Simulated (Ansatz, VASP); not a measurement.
This is a calculation of Au for Ansatz 0.2.0.

Contents of input.yaml:

```yaml
crystal:
  lattice:
    - [0.0, 2.035, 2.035]
    - [2.035, 0.0, 2.035]
    - [2.035, 2.035, 0.0]
  atoms:
    - { symbol: Au, position: [0.0, 0.0, 0.0] }
kpoints:
  mp_grid: { grid: [4, 4, 4] }
scf:
  occupations: { method: fermi_dirac, width: 0.02 }
hamiltonian:
  xc: pbe
  pseudopotentials: { kind: all_electron, lapw: { basis_error: 0.004 } }
output:
  forces: true
  stress: true
  eigenvalues: true
```

Potentials or basis: all-electron LAPW, scalar-relativistic.

The run is started by

```sh
$ ansatz run input.yaml --threads 1 --pin off --max-ram 3072MiB --backend cpu --events-out ev --progress --plain --runs-dir out
```

Q: Translate it to VASP 6.6.1. Potentials there: VASP PAW PBE potentials, release 64 (Au).

A: As run (the cutoff follows the program's own potentials):

INCAR

```
SYSTEM = Au
PREC = Accurate ; ENCUT = 520
EDIFF = 1E-6 ; ISMEAR = -1
SIGMA = 0.02 ; LREAL = .False.
LASPH = .True. ; NELM = 60
ALGO = Normal ; ISIF = 2
LWAVE = .False. ; LCHARG = .False.
GGA = PE ; NBANDS = 12
```

KPOINTS

```
regular mesh
0
Gamma
  4 4 4
  0 0 0
```

File POSCAR:

```
Au
1.0
    0.0000000000      2.0350000000      2.0350000000
    2.0350000000      0.0000000000      2.0350000000
    2.0350000000      2.0350000000      0.0000000000
Au
1
Direct
    0.0000000000      0.0000000000      0.0000000000
```

Potentials or basis: VASP PAW PBE potentials, release 64 (Au).

The run is started by

```bash
$ cat potpaw_PBE.64/Au/POTCAR > POTCAR
$ mpirun -np 1 vasp_std > vasp.out
```

Both were run:

|  | VASP | Ansatz | Ansatz less VASP |
| --- | --- | --- | --- |
| gap on the k mesh at the Fermi level (eV) | none | none | - |
| pressure (GPa) | 12.7 | 12.8 | +0.09 |

A gap of «none» marks a metal or a gap that the smearing closes. Ansatz ran all-electron here, so the differences hold the error of VASP's frozen core and of both bases.

Caveats: the k mesh is coarse (spacing up to 0.67 Å⁻¹), so the values aren't converged; the k mesh is thin for a metal, which can move the energy by tens of meV per atom (Ansatz). Spin-orbit coupling is left out, which matters for the levels of Au.
